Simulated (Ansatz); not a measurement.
# Sc: fixed spin moment, part 3 of 3

Aim: map the energy of Sc against its total spin moment, held by a constraint, beside free and non-magnetic runs and runs in a field. The runs shown use PAW.

Ansatz 0.2.0; DFT LDA; a database cell (COD). The steps go on from the part before.

### 10 Total moment held at 1.6 μB, PAW

This is Sc in the fcc structure; at room conditions it is hcp.

File input.yaml:

```yaml
crystal:
  lattice:
    - [0.0, 2.26, 2.26]
    - [2.26, 0.0, 2.26]
    - [2.26, 2.26, 0.0]
  atoms:
    - { symbol: Sc, position: [0.0, 0.0, 0.0], spin: 1.6 }
magnetization:
  spin_polarized: true
  initial_magnetization: 1.6
  spin_locking: { lock_magnetization: hard }
kpoints:
  mp_grid: { grid: [13, 13, 13] }
scf:
  occupations: { method: fermi_dirac, width: 0.03 }
  lower_state_search: "off"
hamiltonian:
  xc: lda
  pseudopotentials: { kind: paw }
output:
  forces: true
  stress: true
  eigenvalues: true
```

The run is started by

```sh
$ ansatz run input.yaml --threads 1 --pin off --max-ram 3072MiB --backend cpu --events-out ev --progress --plain --runs-dir out
```

Log:

```text
Warning: output.stress: scf.convergence.dr2_threshold = 1e-7 eV (the SCF's general default) is looser than the 1e-10 eV advised for a printed stress (1e-10 eV for each atom of the cell: 1). What an SCF threshold leaves in a stress goes as its square root, and in the free energy as the threshold itself, and one threshold admits the most on a small cell: of the crystals measured, under no hybrid functional and no lock of the moments, on runs that ended without the residual-converged pass, on stresses that held no estimate of that error, the worst erred by over 100 MPa in a component at 1e-7 eV an atom and by under 5 at 1e-10. Set scf.convergence.dr2_threshold to 1e-10 eV or tighter. The threshold is an SCF's pass mark: one that does not reach it within its budget of iterations ends unconverged, or closes short of it on a stop that the run arms, and scf.convergence.dr2_threshold's page says what that costs each kind of run
Engine: ansatz 0.2.0
Pseudopotentials: kind: paw
Pseudopotential: Sc, paw, valence charge 11, recommended cutoff 420 eV (normal)
Functional definition: SPW92
  exchange = slater_x
  correlation = pw_c
Crystal: 1 atoms, lattice volume = 23.086 Å³
Basis set: ecut = 420 eV, 459 PW (Γ)
Bands: 11, of which v1, the nominal top of the filled ones, is band 6 counted from 1 (5 counted from 0)
Symmetry: 48 space group operations
Space group: Fm-3m (ITA 225), of the structure as read, at distance tolerance 2.8e-5 Å
Magnetic group: BNS 225.116 (UNI 1618), of the structure as read, at distance tolerance 2.8e-5 Å
k-points: 84 of 2197
Non-local potential: Sc, projectors of the file, l = 0: 3, l = 1: 2, l = 2: 3, l = 3: 1
PAW form: soft (Blöchl's): semilocal exchange-correlation on the pseudo side does not see the compensation charge
PAW frozen core: Sc, regenerated for the run's functional, and the local potential with it (the file was generated under x = pbe(κ = 0.804, μ = 0.2195149727645171), c = pbe(β = 0.06672455060314922))
PAW one-centre angular grid: Sc, 590 points (default); XC on 64 Gauss nodes
Initial density: superposition of atomic densities (chi_scale 0.1, normalization cell)
Starting moments: Σ|m| = 1.6 μB on 1 of 1 site
Initial wavefunctions: pseudopotential atomic-orbital guess
Functional: x = slater, c = lda
iter 1 solved again at ethr=3.04e-4 eV; its pass at ethr=3.10e-3 eV (dr2=3.34e-2 eV) is discarded
SCF iter   1: F=—  HF=-2088.365064 eV  |F-HF|=—  |Δ(HF+E_count)|=         —  Δρ=5.23e-2 (↑5.23e-2 ↓4.26e-2)  dr2=3.41e-2  dr2_m=4.73e-1  M=1.600 μB ∫|m|=1.600 μB  β_m=0.30  ethr=3.04e-4  ⟨swp⟩=1.0  Hψ=12259  notcnv=0
preconditioner: auto → none  [metal: Δε(μ)=0.008 eV  Ē_g=5.212 eV  σ=0.030 eV  W_gap=0.07  n_scr=8 (ndim 8)  ℏωp=13.4 eV  f_vac=0.000  D(μ)=1.87/eV (n_scr^D=14)  sad-step TF]
SCF iter   2: F=—  HF=-2088.487655 eV  |F-HF|=—  |Δ(HF+E_count)|=   1.23e-1  Δρ=3.80e-2 (↑3.80e-2 ↓3.10e-2)  dr2=2.15e-2  dr2_m=2.50e-1  M=1.600 μB ∫|m|=1.600 μB  β_m=0.65  ethr=3.04e-4  ⟨swp⟩=2.0  Hψ=2705  notcnv=0
SCF iter   3: F=—  HF=-2088.620547 eV  |F-HF|=—  |Δ(HF+E_count)|=   1.33e-1  Δρ=8.47e-4 (↑8.47e-4 ↓8.24e-4)  dr2=2.53e-4  dr2_m=2.94e-5  M=1.600 μB ∫|m|=1.600 μB  β_m=0.73  ethr=1.95e-4  ⟨swp⟩=2.6  Hψ=3733  notcnv=0  defer=2
SCF iter   4: F=—  HF=-2088.620557 eV  |F-HF|=—  |Δ(HF+E_count)|=   1.01e-5  Δρ=3.45e-4 (↑3.45e-4 ↓1.46e-4)  dr2=5.58e-5  dr2_m=3.81e-6  M=1.600 μB ∫|m|=1.600 μB  β_m=0.70  ethr=2.30e-6  ⟨swp⟩=2.0  Hψ=3680  notcnv=0  defer=2
SCF iter   5: F=—  HF=-2088.620544 eV  |F-HF|=—  |Δ(HF+E_count)|=   1.27e-5  Δρ=1.43e-4 (↑1.43e-4 ↓6.39e-5)  dr2=5.08e-6  dr2_m=1.15e-6  M=1.600 μB ∫|m|=1.600 μB  β_m=0.66  ethr=5.07e-7  ⟨swp⟩=2.3  Hψ=2719  notcnv=0  defer=2
SCF iter   6: F=—  HF=-2088.620544 eV  |F-HF|=—  |Δ(HF+E_count)|=   2.56e-7  Δρ=4.71e-5 (↑4.71e-5 ↓2.25e-5)  dr2=5.77e-7  dr2_m=1.27e-7  M=1.600 μB ∫|m|=1.600 μB  β_m=0.83  ethr=4.61e-8  ⟨swp⟩=2.6  Hψ=2691  notcnv=0  defer=2
iter 7 did not close the SCF: its close was put off for a magnetic moment that had not settled (scf_convergence_deferred on its scf_iter line)
SCF iter   7: F=-2088.620544 eV  HF=-2088.620544 eV  |F-HF|=7.44e-9  |Δ(HF+E_count)|=   3.55e-8  Δρ=7.38e-6 (↑7.38e-6 ↓3.60e-6)  dr2=1.44e-8  dr2_m=3.07e-9  M=1.600 μB ∫|m|=1.600 μB  β_m=0.90  ethr=9.09e-10  ⟨swp⟩=4.6  Hψ=7742  notcnv=0
SCF iter   8: F=-2088.620544 eV  HF=-2088.620544 eV  |F-HF|=4.32e-11  |Δ(HF+E_count)|=  9.70e-10  Δρ=5.76e-7 (↑5.76e-7 ↓2.65e-7)  dr2=8.42e-11  dr2_m=1.91e-11  M=1.600 μB ∫|m|=1.600 μB  ethr=1.30e-10  ⟨swp⟩=1.8  Hψ=5325  notcnv=0
SCF 1 converged in 8 iterations: F = -2088.620544 eV  dr2 = 8.42e-11
SCF converged after 8 iterations
Stability checked in part: among states of this total moment the steps that led to this state did not find it unstable. No probe was made; neither looks for a lower state of another moment (fixed_total_moment; see scf.lower_state_search)
Magnetization: 1.6000 μB (6.3000 up, 4.7000 down)
Absolute magnetization: 1.6000 μB (∫|ρ↑−ρ↓|, with the PAW one-centre terms)
Spin contamination: 0.0005 ħ² per cell (⟨S²⟩ above its minimum at these occupations)
Per-site moments (μB) at R_I (Å): [(1.0816216763220188, 1.3184005935223178)]
Free energy (F): -2088.620544 eV
Harris-Foulkes:  -2088.620544 eV  (|F-HF|=4.32e-11)
Internal energy: -2088.615332 eV  (E = F + TS)
E sigma→0 (E₀):  -2088.617938 eV
Entropy (-TS):   -0.005212 eV (-5.212 meV/atom)
Fermi energy:    9.773319 (↑ 10.325236, ↓ 9.221401) eV
--- Per-component energies (eV) ---
  E_band       = -157.702151
  E_kinetic    = 262.380192
  E_local      = -822.153226  (includes V_loc(G=0)·N_el)
  E_nonlocal   = 87.976795
  E_hartree    = 280.492784
  E_xc         = -103.412368
  E_vxc        = -128.980593  (∫ρ·V_xc dr)
  E_paw        = -910.524461  (= ΣΔE_a)
  E_vpaw       = -117.910588  (= ΣTr[D̂ρ^β])
  E_aug_tail   = 0.000007  (compensation charges beyond the density's cutoff)
  E_ewald      = -883.679978
  E_core_change = 0.304923  (= ΣΔE_core)
  E_smearing   = -0.005212  (= −TS)
  E_closure    = 0.000000  (closes the sum)
  Σ components = -2088.620544   (vs F -2088.620544, Δ=0.00e0)
--- Forces (eV/Å), atoms counted from 1 ---
  atom   1  Sc    -0.00000000     0.00000000     0.00000000
  max |Σ_I F_I| component: 1.27e-31 eV/Å
--- Stress (GPa, compression-positive) ---
        2.816564       0.000000      -0.000000
       -0.000000       2.816564      -0.000000
       -0.000000      -0.000000       2.816564
  P = ⅓ Tr σ = 2.8166 GPa (28.166 kbar)
--- Band table (eV; the first three rows and the last of 168) ---
  k-point 0 ↑: bands = ["-39.1252", "-17.7831", "-17.7831", "-17.7831", "4.0023", "11.0796", "11.0796", "11.0796", "12.6783", "12.6783", "21.9908"]
  k-point 1 ↑: bands = ["-39.1204", "-17.8143", "-17.7870", "-17.7870", "4.1621", "10.9530", "11.1409", "11.1409", "12.6330", "12.6330", "22.1756"]
  k-point 2 ↑: bands = ["-39.1070", "-17.9001", "-17.7978", "-17.7978", "4.6234", "10.6302", "11.2751", "11.2751", "12.5629", "12.5629", "22.2909"]
  k-point 83 ↓: bands = ["-38.3210", "-17.4173", "-17.3750", "-17.2486", "9.6380", "10.5811", "10.8081", "12.9961", "14.6797", "17.1956", "18.1902"]
```

Wall time 3.5 s (1 thread of Arm Neoverse V1, shared host); peak memory 0.28 GiB.

Read from it: total moment 1.60 μB; site moments Sc 1.08 μB; pressure 2.82 GPa; no gap.

### 11 Field of 200 T on the spins, PAW

File input.yaml:

```yaml
crystal:
  lattice:
    - [0.0, 2.26, 2.26]
    - [2.26, 0.0, 2.26]
    - [2.26, 2.26, 0.0]
  atoms:
    - { symbol: Sc, position: [0.0, 0.0, 0.0], spin: 0.05 }
magnetization:
  spin_polarized: true
  magnetic_field: 200
kpoints:
  mp_grid: { grid: [13, 13, 13] }
scf:
  occupations: { method: fermi_dirac, width: 0.03 }
  convergence: { dr2_threshold: 1.0e-10 }
  lower_state_search: "off"
hamiltonian:
  xc: lda
  pseudopotentials: { kind: paw }
output:
  forces: true
  stress: true
  eigenvalues: true
```

The run is started by

```sh
$ ansatz run input.yaml --threads 1 --pin off --max-ram 3072MiB --backend cpu --events-out ev --progress --plain --runs-dir out
```

Log, cut to the lines that bear on the results:

```text
[...]
[... 3 set-up lines as earlier in the session ...]
[...]
Crystal: 1 atoms, lattice volume = 23.086 Å³
Basis set: ecut = 420 eV, 459 PW (Γ)
Bands: 10, of which v1, the nominal top of the filled ones, is band 6 counted from 1 (5 counted from 0)
[... 1 set-up line as earlier in the session ...]
[...]
--- Forces (eV/Å), atoms counted from 1 ---
  atom   1  Sc    -0.00000000     0.00000000    -0.00000000
[...]
--- Stress (GPa, compression-positive) ---
       -1.850895       0.000000       0.000000
       -0.000000      -1.850895       0.000000
        0.000000       0.000000      -1.850895
  P = ⅓ Tr σ = -1.8509 GPa (-18.509 kbar)
--- Band table (eV; the first three rows and the last of 168) ---
  k-point 0 ↑: bands = ["-38.9698", "-17.6127", "-17.6127", "-17.6127", "4.5217", "11.4027", "11.4027", "11.4027", "12.9027", "12.9027"]
[...]
```

Wall time 4.1 s (1 thread of Arm Neoverse V1, shared host); peak memory 0.28 GiB.

Result: total moment 0.04 μB; site moments Sc 0.03 μB; pressure -1.85 GPa; no gap.

### 12 Field of 1000 T on the spins, PAW

Changes to input.yaml since step 11:

```diff
@@ -9,3 +9,3 @@
   spin_polarized: true
-  magnetic_field: 200
+  magnetic_field: 1000
 kpoints:
```

The run is started by

```sh
$ ansatz run input.yaml --threads 1 --pin off --max-ram 3072MiB --backend cpu --events-out ev --progress --plain --runs-dir out
```

Log, cut to the lines that bear on the results:

```text
[...]
[... 3 set-up lines as earlier in the session ...]
[...]
Crystal: 1 atoms, lattice volume = 23.086 Å³
Basis set: ecut = 420 eV, 459 PW (Γ)
Bands: 10, of which v1, the nominal top of the filled ones, is band 6 counted from 1 (5 counted from 0)
[... 1 set-up line as earlier in the session ...]
[...]
--- Forces (eV/Å), atoms counted from 1 ---
  atom   1  Sc    -0.00000000     0.00000000    -0.00000000
[...]
--- Stress (GPa, compression-positive) ---
       -1.603136       0.000000      -0.000000
       -0.000000      -1.603136      -0.000000
       -0.000000      -0.000000      -1.603136
  P = ⅓ Tr σ = -1.6031 GPa (-16.031 kbar)
--- Band table (eV; the first three rows and the last of 168) ---
  k-point 0 ↑: bands = ["-39.0601", "-17.7031", "-17.7031", "-17.7031", "4.4158", "11.3043", "11.3043", "11.3043", "12.8135", "12.8135"]
[...]
```

Wall time 3.8 s (1 thread of Arm Neoverse V1, shared host); peak memory 0.28 GiB.

Read from it: total moment 0.20 μB; site moments Sc 0.13 μB; pressure -1.60 GPa; no gap.

### 13 Field of 3000 T on the spins, PAW

Changes to input.yaml since step 12:

```diff
@@ -9,3 +9,3 @@
   spin_polarized: true
-  magnetic_field: 1000
+  magnetic_field: 3000
 kpoints:
@@ -23 +23,5 @@
   eigenvalues: true
+  write_density: true
+  write_potential: true
+  elf: true
+  volumetric_format: npy
```

The run is started by

```sh
$ ansatz run input.yaml --threads 1 --pin off --max-ram 3072MiB --backend cpu --events-out ev --progress --plain --runs-dir out
```

Log, cut to the lines that bear on the results:

```text
[...]
[... 3 set-up lines as earlier in the session ...]
[...]
Crystal: 1 atoms, lattice volume = 23.086 Å³
Basis set: ecut = 420 eV, 459 PW (Γ)
Bands: 10, of which v1, the nominal top of the filled ones, is band 6 counted from 1 (5 counted from 0)
[... 1 set-up line as earlier in the session ...]
[...]
--- Forces (eV/Å), atoms counted from 1 ---
  atom   1  Sc    -0.00000000    -0.00000000     0.00000000
[...]
--- Stress (GPa, compression-positive) ---
       -0.144050      -0.000000      -0.000000
       -0.000000      -0.144050       0.000000
        0.000000      -0.000000      -0.144050
  P = ⅓ Tr σ = -0.1441 GPa (-1.441 kbar)
--- Band table (eV; the first three rows and the last of 168) ---
  k-point 0 ↑: bands = ["-39.3143", "-17.9593", "-17.9593", "-17.9593", "4.0895", "11.0044", "11.0044", "11.0044", "12.5653", "12.5653"]
[...]
```

Run time: 4.5 s. Hardware: 1 thread of Arm Neoverse V1, shared host; peak memory 0.28 GiB.

Read from it: total moment 0.79 μB; site moments Sc 0.54 μB; pressure -0.14 GPa; no gap.

The fields are shown in the conventional cell of this run's space group, carried over from its grid by interpolation.

Density in a lattice plane of the grid's cell (edges 4.52 and 4.52 Å, at 0.000 of the third edge), which holds Sc.

Ten even steps from ' ' (0.11 e/Å³) to '@' (7.45 e/Å³):
```
@@@@**==..                              ..==**@@
****==::                                  ::==**
--::..                                      ..::
                                                
                                                
                                                
                    ..::--::..                  
                  ::==******==::                
                ..==**@@@@@@**==..              
                ::==%%@@@@@@%%==::              
                ..==**@@@@@@**==..              
                  ::==******==::                
                    ..::--::..                  
                                                
                                                
                                                
--::..                                      ..::
****==::                                  ::==**
@@@@**==..                              ..==**@@
@@@@%%==::                              ::==%%@@
```
Columns run along the first of these edges and rows up along the second, over one cell in 24 and 20 even steps from the bottom left corner. Atoms in the plane (fractional): Sc at (0.00, 0.00), Sc at (0.50, 0.50).

ELF in the same plane.

Ten even steps from ' ' (0.00) to '@' (0.77):
```
--++%%@@##--..::==##%%@@@@@@%%##==::..--##@@%%++
%%%%@@%%++::..::==**%%%%%%%%%%**==::..::++%%@@%%
%%%%##++::....--==++++++++++++++==--....::++##%%
====--::....::------::::::::::------::....::--==
........::::::::::..............::::::::::......
::::::------::....::--======--::....::------::::
++++++++==--....::++##%%%%%%##++::....--==++++++
%%%%%%**==::..::++%%@@%%%%%%@@%%++::..::==**%%%%
@@@@%%##==::..--##@@%%++--++%%@@##--..::==##%%@@
@@@@@@##==::..--##@@**::  ::**@@##--..::==##@@@@
@@@@%%##==::..--##@@%%++--++%%@@##--..::==##%%@@
%%%%%%**==::..::++%%@@%%%%%%@@%%++::..::==**%%%%
++++++++==--....::++##%%%%%%##++::....--==++++++
::::::------::....::--======--::....::------::::
........::::::::::..............::::::::::......
====--::....::------::::::::::------::....::--==
%%%%##++::....--==++++++++++++++==--....::++##%%
%%%%@@%%++::..::==**%%%%%%%%%%**==::..::++%%@@%%
--++%%@@##--..::==##%%@@@@@@%%##==::..--##@@%%++
  ::**@@##--..::==##@@@@@@@@@@##==::..--##@@**::
```
Columns run along the first of these edges and rows up along the second, over one cell in 24 and 20 even steps from the bottom left corner. Atoms in the plane (fractional): Sc at (0.00, 0.00), Sc at (0.50, 0.50).

Both are smooth fields of the valence electrons: close to the nuclei they are not physical.

Spin density (up less down) in a lattice plane of the grid's cell (edges 4.52 and 4.52 Å, at 0.000 of the third edge), which holds Sc.

Values in e/Å³, 12 rows by 12 columns:
```
0.15 0.12 0.04 0.02 0.02 0.02 0.02 0.02 0.02 0.02 0.04 0.12
0.02 0.04 0.03 0.03 0.02 0.02 0.02 0.02 0.02 0.03 0.03 0.04
0.01 0.02 0.03 0.03 0.03 0.02 0.01 0.02 0.03 0.03 0.03 0.02
0.02 0.02 0.02 0.03 0.03 0.04 0.02 0.04 0.03 0.03 0.02 0.02
0.02 0.02 0.02 0.02 0.04 0.12 0.15 0.12 0.04 0.02 0.02 0.02
0.02 0.02 0.02 0.01 0.02 0.15 0.27 0.15 0.02 0.01 0.02 0.02
0.02 0.02 0.02 0.02 0.04 0.12 0.15 0.12 0.04 0.02 0.02 0.02
0.02 0.02 0.02 0.03 0.03 0.04 0.02 0.04 0.03 0.03 0.02 0.02
0.01 0.02 0.03 0.03 0.03 0.02 0.01 0.02 0.03 0.03 0.03 0.02
0.02 0.04 0.03 0.03 0.02 0.02 0.02 0.02 0.02 0.03 0.03 0.04
0.15 0.12 0.04 0.02 0.02 0.02 0.02 0.02 0.02 0.02 0.04 0.12
0.27 0.15 0.02 0.01 0.02 0.02 0.02 0.02 0.02 0.01 0.02 0.15
```
Columns run along the first of these edges and rows up along the second, over one cell in 12 and 12 even steps from the bottom left corner. Atoms in the plane (fractional): Sc at (0.00, 0.00), Sc at (0.50, 0.50).

Maxima of ELF outside the ion cores: 0.77 between the atoms, 2.3 Å from Sc.

### 14 All runs together

The reference is each method's run without spin polarisation. Energies of runs in a field hold the field's term.

| run | method | energy from the method's reference (meV/atom) | total moment (μB) | largest site moment (μB) | cycles | time |
| --- | --- | --- | --- | --- | --- | --- |
| free moments from the typed start | PAW | 0.0 | 0.00 | 0.00 | 16 | 5.9 s |
| no spin polarisation | PAW | 0.0 | – | – | 6 | 1.7 s |
| total moment held at 0 μB | PAW | 0.0 | 0.00 | 0.00 | 6 | 1.6 s |
| total moment held at 0.2 μB | PAW | 5.9 | 0.20 | 0.13 | 8 | 3.4 s |
| total moment held at 0.4 μB | PAW | 20.2 | 0.40 | 0.27 | 8 | 4.8 s |
| total moment held at 0.6 μB | PAW | 41.6 | 0.60 | 0.40 | 6 | 2.9 s |
| total moment held at 0.9 μB | PAW | 91.6 | 0.90 | 0.61 | 7 | 2.9 s |
| total moment held at 1.2 μB | PAW | 174.1 | 1.20 | 0.82 | 8 | 4.3 s |
| total moment held at 1.6 μB | PAW | 352.7 | 1.60 | 1.08 | 8 | 3.5 s |
| field of 200 T on the spins | PAW | -0.3 | 0.04 | 0.03 | 13 | 4.1 s |
| field of 1000 T on the spins | PAW | -5.6 | 0.20 | 0.13 | 12 | 3.8 s |
| field of 3000 T on the spins | PAW | -66.3 | 0.79 | 0.54 | 13 | 4.5 s |

### 15 Results

The summary covers parts 1 to 3.

```
               quantity          value
      free moment (PAW)   0.00 μB/cell
gain by magnetism (PAW)   0.0 meV/atom
  moment in 200 T (PAW)  0.043 μB/cell
```

**Reading.** By PAW the moments die away or gain nothing: the crystal is non-magnetic at this level. Among the values held (PAW) the energy is lowest at 0.00 μB (-0.0 meV/atom) and highest at 1.60 μB (+352.7). A field of 200 T moves the moment from 0.000 to 0.043 μB a cell, 0.22 μB per 1000 T if taken as linear, which it needn't be. Spin fluctuations and temperature are left out. Other magnetic orders may lie lower; this is the state that the run reached. The k mesh (13×13×13) wasn't tested for convergence.
